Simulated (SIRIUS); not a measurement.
# Mo (Im-3m) in SIRIUS: notebook, part 3 of 3

SIRIUS 7.12.0. The steps go on from the part before.

### Step 8. Equation of state, BLYP, 16.85 Å³/atom (volume scaled by 1.06)

Contents of sirius.json:

```json
{
  "control": {
    "processing_unit": "cpu",
    "std_evp_solver_name": "lapack",
    "gen_evp_solver_name": "lapack",
    "verbosity": 2,
    "print_forces": false,
    "ortho_rf": true,
    "use_second_variation": true,
    "rmt_max": 3.0,
    "num_bands_to_print": 15,
    "save_wf": true
  },
  "parameters": {
    "electronic_structure_method": "full_potential_lapwlo",
    "xc_functionals": ["XC_GGA_X_B88", "XC_GGA_C_LYP"],
    "core_relativity": "dirac",
    "valence_relativity": "iora",
    "num_fv_states": 15,
    "smearing": "fermi_dirac",
    "smearing_width": 0.0018374661,
    "pw_cutoff": 20,
    "gk_cutoff": 3.52,
    "lmax_apw": 10,
    "lmax_rho": 8,
    "lmax_pot": 8,
    "num_mag_dims": 0,
    "auto_rmt": 0,
    "ngridk": [12, 12, 12],
    "shiftk": [0, 0, 0],
    "num_dft_iter": 80,
    "energy_tol": 1e-07,
    "density_tol": 1e-05,
    "use_symmetry": true
  },
  "settings": {"tol_ne": 1e-10},
  "iterative_solver": {"type": "exact"},
  "mixer": {"type": "anderson", "beta": 0.5, "max_history": 8},
  "unit_cell": {
    "lattice_vectors": [
      [-3.0516656854, 3.0516656854, 3.0516656854],
      [3.0516656854, -3.0516656854, 3.0516656854],
      [3.0516656854, 3.0516656854, -3.0516656854]
    ],
    "atom_types": ["Mo"],
    "atom_files": {"Mo": "Mo.json"},
    "atoms": {"Mo": [[0.0, 0.0, 0.0]]}
  }
}
```

Contents of Mo.json:

```json
{
  "name": "molybdenum",
  "symbol": "Mo",
  "number": 42,
  "mass": 95.96,
  "rmin": 1e-06,
  "rmt": 2.5,
  "nrmt": 800,
  "rinf": 17.03,
  "core": "1s2s2p3s3p3d",
  "valence": [
    {"basis": [{"enu": 0.21, "dme": 0, "n": 0, "auto": 0}, {"enu": 0.21, "dme": 1, "n": 0, "auto": 0}]},
    {"l": 0, "n": 1, "basis": [{"enu": 0.31, "dme": 0, "n": 0, "auto": 0}]},
    {"l": 1, "n": 2, "basis": [{"enu": 0.31, "dme": 0, "n": 0, "auto": 0}]},
    {"l": 2, "n": 3, "basis": [{"enu": 0.31, "dme": 0, "n": 0, "auto": 0}]},
    {"l": 3, "n": 4, "basis": [{"enu": 0.31, "dme": 0, "n": 0, "auto": 0}]}
  ],
  "lo": [
    {"l": 0, "basis": [{"enu": 0.31, "dme": 0, "n": 0, "auto": 0}, {"enu": 0.31, "dme": 1, "n": 0, "auto": 0}]},
    {
      "l": 0,
      "basis": [{"enu": -1.9059, "dme": 0, "n": 4, "auto": 1}, {"enu": -1.9059, "dme": 1, "n": 4, "auto": 1}]
    },
    {
      "l": 0,
      "basis": [{"enu": -1.9059, "dme": 1, "n": 4, "auto": 1}, {"enu": 0.31, "dme": 0, "n": 0, "auto": 0}]
    },
    {"l": 0, "basis": [{"enu": 0.31, "dme": 0, "n": 0, "auto": 0}, {"enu": 2.87, "dme": 0, "n": 0, "auto": 0}]},
    {"l": 1, "basis": [{"enu": 0.31, "dme": 0, "n": 0, "auto": 0}, {"enu": 0.31, "dme": 1, "n": 0, "auto": 0}]},
    {
      "l": 1,
      "basis": [{"enu": -0.9613, "dme": 0, "n": 4, "auto": 1}, {"enu": -0.9613, "dme": 1, "n": 4, "auto": 1}]
    },
    {
      "l": 1,
      "basis": [{"enu": -0.9613, "dme": 1, "n": 4, "auto": 1}, {"enu": 0.31, "dme": 0, "n": 0, "auto": 0}]
    },
    {"l": 1, "basis": [{"enu": 0.31, "dme": 0, "n": 0, "auto": 0}, {"enu": 3.254, "dme": 0, "n": 0, "auto": 0}]},
    {"l": 2, "basis": [{"enu": 0.31, "dme": 0, "n": 0, "auto": 0}, {"enu": 0.31, "dme": 1, "n": 0, "auto": 0}]},
    {"l": 2, "basis": [{"enu": 0.31, "dme": 1, "n": 0, "auto": 0}, {"enu": 0.31, "dme": 2, "n": 0, "auto": 0}]},
    {"l": 2, "basis": [{"enu": 0.31, "dme": 0, "n": 0, "auto": 0}, {"enu": 2.806, "dme": 0, "n": 0, "auto": 0}]},
    {"l": 3, "basis": [{"enu": 0.31, "dme": 0, "n": 0, "auto": 0}, {"enu": 0.31, "dme": 1, "n": 0, "auto": 0}]},
    {"l": 3, "basis": [{"enu": 0.31, "dme": 0, "n": 0, "auto": 0}, {"enu": 3.094, "dme": 0, "n": 0, "auto": 0}]}
  ],
  "free_atom": [... radial grid and density of the free atom, the start of the SCF ...]
}
```

Contents of sirius_start.json:

```json
{
  "control": {
    "processing_unit": "cpu",
    "std_evp_solver_name": "lapack",
    "gen_evp_solver_name": "lapack",
    "verbosity": 1,
    "print_forces": false,
    "ortho_rf": true,
    "use_second_variation": true,
    "rmt_max": 3.0,
    "num_bands_to_print": 15,
    "save_wf": false
  },
  "parameters": {
    "electronic_structure_method": "full_potential_lapwlo",
    "xc_functionals": ["XC_LDA_X", "XC_LDA_C_PW"],
    "core_relativity": "dirac",
    "valence_relativity": "iora",
    "num_fv_states": 15,
    "smearing": "fermi_dirac",
    "smearing_width": 0.0055123983,
    "pw_cutoff": 20,
    "gk_cutoff": 2.82,
    "lmax_apw": 10,
    "lmax_rho": 8,
    "lmax_pot": 8,
    "num_mag_dims": 0,
    "auto_rmt": 0,
    "ngridk": [5, 5, 5],
    "shiftk": [0, 0, 0],
    "num_dft_iter": 30,
    "energy_tol": 0.01,
    "density_tol": 0.05,
    "use_symmetry": true
  },
  "settings": {"tol_ne": 1e-10},
  "iterative_solver": {"type": "exact"},
  "mixer": {"type": "anderson", "beta": 0.5, "max_history": 8},
  "unit_cell": {
    "lattice_vectors": [
      [-3.0516656854, 3.0516656854, 3.0516656854],
      [3.0516656854, -3.0516656854, 3.0516656854],
      [3.0516656854, 3.0516656854, -3.0516656854]
    ],
    "atom_types": ["Mo"],
    "atom_files": {"Mo": "Mo.json"},
    "atoms": {"Mo": [[0.0, 0.0, 0.0]]}
  }
}
```

Started as:

```console
> OMP_NUM_THREADS=1 sirius.scf --input=sirius_start.json --output=start.json
> OMP_NUM_THREADS=1 sirius.scf --input=sirius.json --output=output.json --task=1
```

Run time: 25 s. Hardware: 1 thread of Arm Neoverse V1, shared host; peak memory 0.3 GiB.

Results (log left out):

```yaml
Free_energy: -110208.0618 eV
Band_gap_on_the_k_mesh: none (metal or under the smearing width)
All_electrons_inside_the_program's_atomic_spheres: Mo 40.21 (radii Mo 2.5 bohr)
```

### Step 9. Equation of state, BLYP

Potentials or basis: all-electron FP-LAPW, apw+lo standard.

This step only gathers the single runs of the series.

What came out:

| Property | Result |
| --- | --- |
| Equilibrium volume | 16.40 Å³/atom |
| Bulk modulus | 236 GPa |
| Pressure derivative of the bulk modulus | 4.2 (rough: it moves with the points fitted) |

Energy against volume, from the lowest point:
| volume (Å³/atom) | energy (meV/atom) |
| --- | --- |
| 14.938 | 111.93 |
| 15.256 | 65.63 |
| 15.574 | 32.76 |
| 15.892 | 11.57 |
| 16.209 | 0.96 |
| 16.527 | 0.00 |
| 16.845 | 7.97 |
